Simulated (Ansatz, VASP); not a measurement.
# Al2O3 (Al2O3 (R-3c)): VASP beside Ansatz

One calculation is typed for both programs; each brings its own data sets. How far apart do they land? The cell is taken from a series of runs on this material, whose earlier steps may have relaxed, scaled, displaced or heated it; both programs get it as it stands.

Main program and level: Ansatz 0.2.0; plane waves, with VASP 6.6.1 beside it; single point at r2SCAN.

**1. Starting point**

The cell holds 80 atoms: 32 Al and 48 O. Cell: a = 10.280 Å, b = 10.280 Å, c = 10.280 Å, α = 55.3°, β = 55.3°, γ = 55.3°.

**2. VASP: single point, r2SCAN, pair 1**

A single point gives forces, pressure and levels at one fixed geometry, so differences don't come from the geometry; what else differs is listed under the comparison.

Lines of VASP's logs that name or quote its potential files are left out, and so is its time.

INCAR reads:

```
SYSTEM = Al2O3
PREC = Accurate
ENCUT = 580
EDIFF = 1E-06
NELM = 120
ISMEAR = -1
SIGMA = 0.01
LREAL = Auto
ALGO = Normal
METAGGA = R2SCAN
LASPH = .TRUE.
NBANDS = 248
LORBIT = 11
LWAVE = .FALSE.
LCHARG = .FALSE.
ISIF = 2
ISYM = 2
GGA_COMPAT = .FALSE.
EFERMI = MIDGAP
LMIXTAU = .TRUE.
NCORE = 2
```

POSCAR reads:

```
Al2O3
1.0
    4.7738674300      2.7561936400      8.6765380600
   -4.7738674300      2.7561936400      8.6765380600
    0.0000000000     -5.5123872900      8.6765380600
Al O
32 48
Direct
    0.3239604450      0.3239604450      0.3239604450
    0.4260395550      0.4260395550      0.4260395550
    0.0739604450      0.0739604450      0.0739604450
    0.1760395550      0.1760395550      0.1760395550
    0.3239604450      0.3239604450      0.8239604450
    0.4260395550      0.4260395550      0.9260395550
    0.0739604450      0.0739604450      0.5739604450
    0.1760395550      0.1760395550      0.6760395550
    0.3239604450      0.8239604450      0.3239604450
    0.4260395550      0.9260395550      0.4260395550
    0.0739604450      0.5739604450      0.0739604450
    0.1760395550      0.6760395550      0.1760395550
    0.3239604450      0.8239604450      0.8239604450
    0.4260395550      0.9260395550      0.9260395550
    0.0739604450      0.5739604450      0.5739604450
    0.1760395550      0.6760395550      0.6760395550
    0.8239604450      0.3239604450      0.3239604450
    0.9260395550      0.4260395550      0.4260395550
    0.5739604450      0.0739604450      0.0739604450
    0.6760395550      0.1760395550      0.1760395550
    0.8239604450      0.3239604450      0.8239604450
    0.9260395550      0.4260395550      0.9260395550
    0.5739604450      0.0739604450      0.5739604450
    0.6760395550      0.1760395550      0.6760395550
    0.8239604450      0.8239604450      0.3239604450
    0.9260395550      0.9260395550      0.4260395550
    0.5739604450      0.5739604450      0.0739604450
    0.6760395550      0.6760395550      0.1760395550
    0.8239604450      0.8239604450      0.8239604450
    0.9260395550      0.9260395550      0.9260395550
    0.5739604450      0.5739604450      0.5739604450
    0.6760395550      0.6760395550      0.6760395550
    0.2220701150      0.0279298850      0.3750000000
    0.4720701150      0.1250000000      0.2779298850
    0.0279298850      0.3750000000      0.2220701150
    0.3750000000      0.2220701150      0.0279298850
    0.1250000000      0.2779298850      0.4720701150
    0.2779298850      0.4720701150      0.1250000000
    0.2220701150      0.0279298850      0.8750000000
    0.4720701150      0.1250000000      0.7779298850
    0.0279298850      0.3750000000      0.7220701150
    0.3750000000      0.2220701150      0.5279298850
    0.1250000000      0.2779298850      0.9720701150
    0.2779298850      0.4720701150      0.6250000000
    0.2220701150      0.5279298850      0.3750000000
    0.4720701150      0.6250000000      0.2779298850
    0.0279298850      0.8750000000      0.2220701150
    0.3750000000      0.7220701150      0.0279298850
    0.1250000000      0.7779298850      0.4720701150
    0.2779298850      0.9720701150      0.1250000000
    0.2220701150      0.5279298850      0.8750000000
    0.4720701150      0.6250000000      0.7779298850
    0.0279298850      0.8750000000      0.7220701150
    0.3750000000      0.7220701150      0.5279298850
    0.1250000000      0.7779298850      0.9720701150
    0.2779298850      0.9720701150      0.6250000000
    0.7220701150      0.0279298850      0.3750000000
    0.9720701150      0.1250000000      0.2779298850
    0.5279298850      0.3750000000      0.2220701150
    0.8750000000      0.2220701150      0.0279298850
    0.6250000000      0.2779298850      0.4720701150
    0.7779298850      0.4720701150      0.1250000000
    0.7220701150      0.0279298850      0.8750000000
    0.9720701150      0.1250000000      0.7779298850
    0.5279298850      0.3750000000      0.7220701150
    0.8750000000      0.2220701150      0.5279298850
    0.6250000000      0.2779298850      0.9720701150
    0.7779298850      0.4720701150      0.6250000000
    0.7220701150      0.5279298850      0.3750000000
    0.9720701150      0.6250000000      0.2779298850
    0.5279298850      0.8750000000      0.2220701150
    0.8750000000      0.7220701150      0.0279298850
    0.6250000000      0.7779298850      0.4720701150
    0.7779298850      0.9720701150      0.1250000000
    0.7220701150      0.5279298850      0.8750000000
    0.9720701150      0.6250000000      0.7779298850
    0.5279298850      0.8750000000      0.7220701150
    0.8750000000      0.7220701150      0.5279298850
    0.6250000000      0.7779298850      0.9720701150
    0.7779298850      0.9720701150      0.6250000000
```

KPOINTS reads:

```
Points of the shifted mesh
1
Reciprocal
 0.2500000000  0.2500000000  0.2500000000 1
```

The projector-augmented-wave data sets are Al and O (PBE family, release 64).

Launch:

```sh
$ mpirun -np 8 vasp_std
```

Numbers of over 12 decimals in the logs are rounded to 6 here.

The log of the run:

```text
[banner, memory and clock lines left out]
running    8 mpi-ranks, on    1 nodes
[...]
|                                                                             |
|               ----> ADVICE to this user running VASP <----                  |
|                                                                             |
|     You enforced a specific xc type in the INCAR file but a different       |
|     [... a line on the potential file left out ...]
|     I HOPE YOU KNOW WHAT YOU ARE DOING!                                     |
|                                                                             |

 LDA part: xc-table for (None), standard interpolation
 POSCAR, INCAR and KPOINTS ok, starting setup
[...]
entering main loop
       N       E                     dE             d eps       ncg     rms          rms(c)
DAV:   1     0.205502937746E+04    0.20550E+04   -0.22394E+05   496   0.167E+03
DAV:   2    -0.782706715227E+03   -0.28377E+04   -0.27712E+04   584   0.349E+02
DAV:   3    -0.940385347149E+03   -0.15768E+03   -0.15694E+03   600   0.850E+01
DAV:   4    -0.942186452130E+03   -0.18011E+01   -0.17967E+01   584   0.993E+00
[...]
DAV:  21    -0.770010475975E+03   -0.19762E-03   -0.79713E-05   512   0.306E-02    0.297E-02
DAV:  22    -0.770010488890E+03   -0.12914E-04   -0.25500E-05   584   0.116E-02    0.154E-02
DAV:  23    -0.770010488970E+03   -0.80057E-07   -0.20143E-06   368   0.427E-03
   1 F= -.77001049E+03 E0= -.77001049E+03  d E =0.000000E+00
```

OUTCAR, selected parts (step 2):

```text
  FREE ENERGIE OF THE ION-ELECTRON SYSTEM (eV)
  ---------------------------------------------------
  free  energy   TOTEN  =      -770.0104889696 eV

  energy  without entropy=     -770.0104889696  energy(sigma->0) =     -770.01048897
```

The run ends at a pressure of -2.78 GPa, with forces up to 0.033 eV/Å.

**3. Ansatz: single point, r2SCAN, pair 1**

Ansatz runs on its default PAW (the set named soft_2) files.

The same cell, functional, mesh and smearing now go to Ansatz.

input.yaml reads:

```yaml
crystal:
  lattice:
    - [4.77386743, 2.75619364, 8.67653806]
    - [-4.77386743, 2.75619364, 8.67653806]
    - [0.0, -5.51238729, 8.67653806]
  atoms:
    - { symbol: Al, position: [0.323960445, 0.323960445, 0.323960445] }
    - { symbol: Al, position: [0.426039555, 0.426039555, 0.426039555] }
    - { symbol: Al, position: [0.073960445, 0.073960445, 0.073960445] }
    - { symbol: Al, position: [0.176039555, 0.176039555, 0.176039555] }
    - { symbol: O, position: [0.222070115, 0.027929885, 0.375] }
    - { symbol: O, position: [0.472070115, 0.125, 0.277929885] }
    - { symbol: O, position: [0.027929885, 0.375, 0.222070115] }
    - { symbol: O, position: [0.375, 0.222070115, 0.027929885] }
    - { symbol: O, position: [0.125, 0.277929885, 0.472070115] }
    - { symbol: O, position: [0.277929885, 0.472070115, 0.125] }
    - { symbol: Al, position: [0.323960445, 0.323960445, 0.823960445] }
    - { symbol: Al, position: [0.426039555, 0.426039555, 0.926039555] }
    - { symbol: Al, position: [0.073960445, 0.073960445, 0.573960445] }
    - { symbol: Al, position: [0.176039555, 0.176039555, 0.676039555] }
    - { symbol: O, position: [0.222070115, 0.027929885, 0.875] }
    - { symbol: O, position: [0.472070115, 0.125, 0.777929885] }
    - { symbol: O, position: [0.027929885, 0.375, 0.722070115] }
    - { symbol: O, position: [0.375, 0.222070115, 0.527929885] }
    - { symbol: O, position: [0.125, 0.277929885, 0.972070115] }
    - { symbol: O, position: [0.277929885, 0.472070115, 0.625] }
    - { symbol: Al, position: [0.323960445, 0.823960445, 0.323960445] }
    - { symbol: Al, position: [0.426039555, 0.926039555, 0.426039555] }
    - { symbol: Al, position: [0.073960445, 0.573960445, 0.073960445] }
    - { symbol: Al, position: [0.176039555, 0.676039555, 0.176039555] }
    - { symbol: O, position: [0.222070115, 0.527929885, 0.375] }
    - { symbol: O, position: [0.472070115, 0.625, 0.277929885] }
    - { symbol: O, position: [0.027929885, 0.875, 0.222070115] }
    - { symbol: O, position: [0.375, 0.722070115, 0.027929885] }
    - { symbol: O, position: [0.125, 0.777929885, 0.472070115] }
    - { symbol: O, position: [0.277929885, 0.972070115, 0.125] }
    - { symbol: Al, position: [0.323960445, 0.823960445, 0.823960445] }
    - { symbol: Al, position: [0.426039555, 0.926039555, 0.926039555] }
    - { symbol: Al, position: [0.073960445, 0.573960445, 0.573960445] }
    - { symbol: Al, position: [0.176039555, 0.676039555, 0.676039555] }
    - { symbol: O, position: [0.222070115, 0.527929885, 0.875] }
    - { symbol: O, position: [0.472070115, 0.625, 0.777929885] }
    - { symbol: O, position: [0.027929885, 0.875, 0.722070115] }
    - { symbol: O, position: [0.375, 0.722070115, 0.527929885] }
    - { symbol: O, position: [0.125, 0.777929885, 0.972070115] }
    - { symbol: O, position: [0.277929885, 0.972070115, 0.625] }
    - { symbol: Al, position: [0.823960445, 0.323960445, 0.323960445] }
    - { symbol: Al, position: [0.926039555, 0.426039555, 0.426039555] }
    - { symbol: Al, position: [0.573960445, 0.073960445, 0.073960445] }
    - { symbol: Al, position: [0.676039555, 0.176039555, 0.176039555] }
    - { symbol: O, position: [0.722070115, 0.027929885, 0.375] }
    - { symbol: O, position: [0.972070115, 0.125, 0.277929885] }
    - { symbol: O, position: [0.527929885, 0.375, 0.222070115] }
    - { symbol: O, position: [0.875, 0.222070115, 0.027929885] }
    - { symbol: O, position: [0.625, 0.277929885, 0.472070115] }
    - { symbol: O, position: [0.777929885, 0.472070115, 0.125] }
    - { symbol: Al, position: [0.823960445, 0.323960445, 0.823960445] }
    - { symbol: Al, position: [0.926039555, 0.426039555, 0.926039555] }
    - { symbol: Al, position: [0.573960445, 0.073960445, 0.573960445] }
    - { symbol: Al, position: [0.676039555, 0.176039555, 0.676039555] }
    - { symbol: O, position: [0.722070115, 0.027929885, 0.875] }
    - { symbol: O, position: [0.972070115, 0.125, 0.777929885] }
    - { symbol: O, position: [0.527929885, 0.375, 0.722070115] }
    - { symbol: O, position: [0.875, 0.222070115, 0.527929885] }
    - { symbol: O, position: [0.625, 0.277929885, 0.972070115] }
    - { symbol: O, position: [0.777929885, 0.472070115, 0.625] }
    - { symbol: Al, position: [0.823960445, 0.823960445, 0.323960445] }
    - { symbol: Al, position: [0.926039555, 0.926039555, 0.426039555] }
    - { symbol: Al, position: [0.573960445, 0.573960445, 0.073960445] }
    - { symbol: Al, position: [0.676039555, 0.676039555, 0.176039555] }
    - { symbol: O, position: [0.722070115, 0.527929885, 0.375] }
    - { symbol: O, position: [0.972070115, 0.625, 0.277929885] }
    - { symbol: O, position: [0.527929885, 0.875, 0.222070115] }
    - { symbol: O, position: [0.875, 0.722070115, 0.027929885] }
    - { symbol: O, position: [0.625, 0.777929885, 0.472070115] }
    - { symbol: O, position: [0.777929885, 0.972070115, 0.125] }
    - { symbol: Al, position: [0.823960445, 0.823960445, 0.823960445] }
    - { symbol: Al, position: [0.926039555, 0.926039555, 0.926039555] }
    - { symbol: Al, position: [0.573960445, 0.573960445, 0.573960445] }
    - { symbol: Al, position: [0.676039555, 0.676039555, 0.676039555] }
    - { symbol: O, position: [0.722070115, 0.527929885, 0.875] }
    - { symbol: O, position: [0.972070115, 0.625, 0.777929885] }
    - { symbol: O, position: [0.527929885, 0.875, 0.722070115] }
    - { symbol: O, position: [0.875, 0.722070115, 0.527929885] }
    - { symbol: O, position: [0.625, 0.777929885, 0.972070115] }
    - { symbol: O, position: [0.777929885, 0.972070115, 0.625] }
basis:
  ecutwfc: 500.0
  ecutrho_ratio: 4
  xc_grid: 2
  fft_grid_basis: typed
  precision: f64
kpoints:
  mp_grid: { grid: [1, 1, 1], shift: [0.25, 0.25, 0.25] }
hamiltonian:
  xc: r2scan
  pseudopotentials: { kind: paw }
scf:
  max_iter: 80
  self_checks: high
  occupations: { method: fermi_dirac, width: 0.01 }
output:
  forces: true
checkpoint:
  write: "../host.r2scan.run"
  compress: false
  write_wavefunctions: true
  write_every: 100000
```

Launch:

```sh
$ ansatz run input.yaml --threads 8 --pin off --max-ram 22609MiB --backend cpu --events-out ev --progress --plain --runs-dir out
```

The log of the run:

```text
Engine: ansatz 0.2.0, aarch64-unknown-linux-gnu
Pseudopotentials: kind: paw
Pseudopotential: Al, paw, valence charge 3, recommended cutoff 500 eV (meta_gga), Al.paw.azcp
Pseudopotential: O, paw, valence charge 6, recommended cutoff 500 eV (meta_gga), O.paw.azcp
Functional definition: r2SCAN
  parameter k0 = 0.174
  parameter k1 = 0.065
  parameter a1 = 4.9479
  exchange = r2scan_x(k0 = k0, k1 = k1, a1 = a1)
  correlation = r2scan_c
Crystal: 80 atoms, lattice volume = 684.980 Å³
Basis set: ecut = 500 eV, 17407 PW (Γ), exchange–correlation on 150×150×150 points (8 copies of the dense FFT grid, shifted against one another)
Bands: 272, of which v1, the nominal top of the filled ones, is band 192 counted from 1 (191 counted from 0)
Symmetry: 96 space group operations
Space group: R-3c (ITA 167), of the structure as read, at distance tolerance 8.8e-5 Å
k-points: 1
Non-local potential: Al, projectors of the file, l = 0: 2, l = 1: 2, l = 2: 1
Non-local potential: O, projectors of the file, l = 0: 2, l = 1: 2, l = 2: 1
PAW form: soft (Blöchl's): semilocal exchange-correlation on the pseudo side does not see the compensation charge
PAW frozen core: Al, regenerated for the run's functional (the file was generated under x = pbe(κ = 0.804, μ = 0.219515), c = pbe(β = 0.066725))
PAW frozen core: O, regenerated for the run's functional (the file was generated under x = pbe(κ = 0.804, μ = 0.219515), c = pbe(β = 0.066725))
PAW one-centre angular grid: Al, 302 points (default); XC on 160 Gauss nodes
PAW one-centre angular grid: O, 302 points (default); XC on 160 Gauss nodes
Initial density: superposition of atomic densities (neutral atoms: chi_scale 0, normalization atom), corrected by the library's trained network
Initial wavefunctions: pseudopotential atomic-orbital guess
Functional: x = r2scan, c = r2scan; τ floored in thin density (d = 2e-4 eV/Å³)
SCF iter   1: F=—  HF=-44720.602869 eV  |F-HF|=—  |Δ(HF+E_count)|=         —  Δρ=8.36e-3  dr2=4.56e-1  dr2_τ=4.97e0  ethr=1.77e-3  ⟨swp⟩=6.0  Hψ=1191  notcnv=0  defer=55
preconditioner: auto → Resta (q_TF=auto, 2.477 Å⁻¹)  ε∞=3.2  [insulator: Δε(μ)=7.313 eV  Ē_g=18.922 eV  σ=0.010 eV  W_gap=1.00  n_scr=174 (ndim 8)  ℏωp=27.8 eV  f_vac=0.000  D(μ)=0.00/eV (n_scr^D=0)  ε∞_Penn≈3.2]
SCF iter   2: F=—  HF=-44724.747851 eV  |F-HF|=—  |Δ(HF+E_count)|=    4.14e0  Δρ=5.85e-3  dr2=1.78e-1  dr2_τ=8.77e-3  ethr=1.19e-4  ⟨swp⟩=3.0  Hψ=519  notcnv=0  defer=73
SCF iter   3: F=—  HF=-44724.723163 eV  |F-HF|=—  |Δ(HF+E_count)|=   2.47e-2  Δρ=1.85e-3  dr2=1.75e-2  dr2_τ=1.27e-3  ethr=4.64e-5  ⟨swp⟩=3.0  Hψ=577  notcnv=0  defer=73
SCF iter   4: F=—  HF=-44724.720907 eV  |F-HF|=—  |Δ(HF+E_count)|=   2.26e-3  Δρ=6.46e-4  dr2=2.97e-3  dr2_τ=2.35e-4  ethr=4.56e-6  ⟨swp⟩=3.0  Hψ=403  notcnv=0  defer=73
SCF iter   5: F=—  HF=-44724.720441 eV  |F-HF|=—  |Δ(HF+E_count)|=   4.67e-4  Δρ=2.46e-4  dr2=4.26e-4  dr2_τ=8.17e-6  ethr=7.72e-7  ⟨swp⟩=2.0  Hψ=391  notcnv=0  defer=73
SCF iter   6: F=—  HF=-44724.720367 eV  |F-HF|=—  |Δ(HF+E_count)|=   7.39e-5  Δρ=6.45e-5  dr2=2.92e-5  dr2_τ=4.94e-7  ethr=1.11e-7  ⟨swp⟩=3.0  Hψ=463  notcnv=0  defer=73
SCF iter   7: F=—  HF=-44724.720361 eV  |F-HF|=—  |Δ(HF+E_count)|=   6.09e-6  Δρ=8.68e-6  dr2=5.32e-7  dr2_τ=9.85e-9  ethr=7.60e-9  ⟨swp⟩=2.0  Hψ=405  notcnv=0  defer=73
SCF iter   8: F=-44724.720361 eV  HF=-44724.720361 eV  |F-HF|=1.82e-10  |Δ(HF+E_count)|=   1.38e-7  Δρ=3.96e-7  dr2=6.64e-10  dr2_τ=9.86e-11  ethr=2.60e-11  ⟨swp⟩=18.0  Hψ=2064  notcnv=0
SCF 1 converged in 8 iterations: F = -44724.720361 eV  dr2 = 6.64e-10
  greatest PAW one-centre occupation: 0.866 electrons in one spin orbital (limit 2), on the O atom at site 79 (counted from 0), in its partial waves of l = 0
SCF converged after 8 iterations
Free energy (F): -44724.720361 eV
Harris-Foulkes:  -44724.720361 eV  (|F-HF|=1.82e-10)
Internal energy: -44724.720361 eV  (E = F + TS)
E sigma→0 (E₀):  -44724.720361 eV
Fermi energy:    10.883734 eV
--- Per-component energies (eV) ---
  E_band       = 249.295200
  E_kinetic    = 9532.017139
  E_local      = -15963.504831  (includes V_loc(G=0)·N_el)
  E_nonlocal   = 2544.356382
  E_hartree    = 5955.302690
  E_xc         = -4807.868780
  E_vxc        = -6227.352798  (∫ρ·V_xc dr)
  E_paw        = -22851.352199  (= ΣΔE_a)
  E_vpaw       = -1924.655869  (= ΣTr[D̂ρ^β])
  E_aug_tail   = 0.049564  (compensation charges beyond the density's cutoff)
  E_vtau       = 377.777923  (kinetic-family band-sum trace: ∫τ·v_τ [+ j·A + Jᵃ·Aᵃ] dr)
  E_ewald      = -19130.263705
  E_core_change = -3.456621  (= ΣΔE_core)
  E_smearing   = -0.000000  (= −TS)
  E_closure    = 0.000000  (closes the sum)
  Σ components = -44724.720361   (vs F -44724.720361, Δ=0.00e0)
--- Forces (eV/Å), atoms counted from 1 ---
  atom   1  Al    -0.00000000    -0.00000000     0.01182364
  atom   2  Al    -0.00000000     0.00000000    -0.01182364
  atom   3  Al     0.00000000    -0.00000000     0.01182364
  atom   4  Al     0.00000000     0.00000000    -0.01182364
  atom   5  O     -0.04769162    -0.00000000     0.00000000
  atom   6  O     -0.02384581    -0.04130216    -0.00000000
  atom   7  O      0.02384581     0.04130216     0.00000000
  atom   8  O      0.02384581    -0.04130216    -0.00000000
  atom   9  O     -0.02384581     0.04130216     0.00000000
  atom  10  O      0.04769162     0.00000000     0.00000000
  atom  11  Al    -0.00000000    -0.00000000     0.01182364
  atom  12  Al    -0.00000000     0.00000000    -0.01182364
  atom  13  Al     0.00000000    -0.00000000     0.01182364
  atom  14  Al     0.00000000     0.00000000    -0.01182364
  atom  15  O     -0.04769162    -0.00000000    -0.00000000
  atom  16  O     -0.02384581    -0.04130216    -0.00000000
  atom  17  O      0.02384581     0.04130216     0.00000000
  atom  18  O      0.02384581    -0.04130216    -0.00000000
  atom  19  O     -0.02384581     0.04130216     0.00000000
  atom  20  O      0.04769162    -0.00000000    -0.00000000
  atom  21  Al    -0.00000000    -0.00000000     0.01182364
  atom  22  Al    -0.00000000     0.00000000    -0.01182364
  atom  23  Al     0.00000000    -0.00000000     0.01182364
  atom  24  Al     0.00000000     0.00000000    -0.01182364
[...]
atom  73  Al    -0.00000000    -0.00000000     0.01182364
  atom  74  Al     0.00000000     0.00000000    -0.01182364
  atom  75  O     -0.04769162    -0.00000000    -0.00000000
  atom  76  O     -0.02384581    -0.04130216    -0.00000000
  atom  77  O      0.02384581     0.04130216     0.00000000
  atom  78  O      0.02384581    -0.04130216    -0.00000000
  atom  79  O     -0.02384581     0.04130216     0.00000000
  atom  80  O      0.04769162     0.00000000    -0.00000000
  max |Σ_I F_I| component: 3.54e-16 eV/Å
--- Band table (eV) ---
  k-point 0: bands = [... 188 lower, 7.0055, 7.0055, 7.1929, 7.1929, 14.5676, 16.0750, 17.2101, 17.3264, ... 76 higher]
```

**4. Comparison**

Known differences besides the potentials themselves: VASP keeps PBE cores, Ansatz makes them for the functional; the cutoff is 500 eV in Ansatz and 580 eV in VASP (PREC = Accurate, projectors in real space). Total energies have different zeros and are not compared.

Compared:

```csv
quantity,Ansatz,VASP,difference
gap on the k mesh (eV),7.375,7.392,-0.017
```

At this near-relaxed geometry the largest component of a force difference is 20 meV/Å. A gap on the mesh is an upper bound, since the band edges may lie between its points.

[end of part 1 of 2]

[Lines on the potential files, build, host, timing and source positions are cut from VASP's logs without a mark.]

[Logs are printed without paths, hosts, clocks, repeated set-up lines and the standing remarks that a program may print on its own settings, such as how far it seeks lower states.]

[Hosts, paths, dates, database ids (printed as entryN), source tags and the programs' standing remarks are cut or masked in the printed files.]
